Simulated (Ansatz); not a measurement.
Crystal: TiSe.

```
Ti Se
1.0
     0.00000    3.10300    3.10300
     3.10300    0.00000    3.10300
     3.10300    3.10300    0.00000
Ti Se
1 1
Direct
  0.00000 0.00000 0.00000
  0.25000 0.25000 0.25000
```

The cell comes from a database or a generator and needn't be the stable form of this composition.

Base run:

* Program: Ansatz 0.2.0
* Functional: r2SCAN
* Potentials or basis: Ansatz PAW
* Cutoff: 500 eV (not typed: the program's choice for these potentials)
* k mesh: 8 × 8 × 8
* Occupations: fermi-dirac, width 0.05 eV
* Spin: no spin polarisation
* Hubbard terms: Ti d U = 5 eV

Its results: band gap on the k mesh none (metal or under the smearing width); pressure -7.4 GPa.

**Question.** The run is repeated on the same cell with these changes: hubbard terms from Ti d U = 5 eV to Ti d U = 4 eV. What comes out?

**Answer.** Band gap on the k mesh none (metal or under the smearing width); pressure -8.0 GPa.

Caveats: U without spin polarisation on a metal has little footing; the PAW data sets come from PBE, with cores solved anew for the run's functional, which leaves a small shift of forces and pressure.
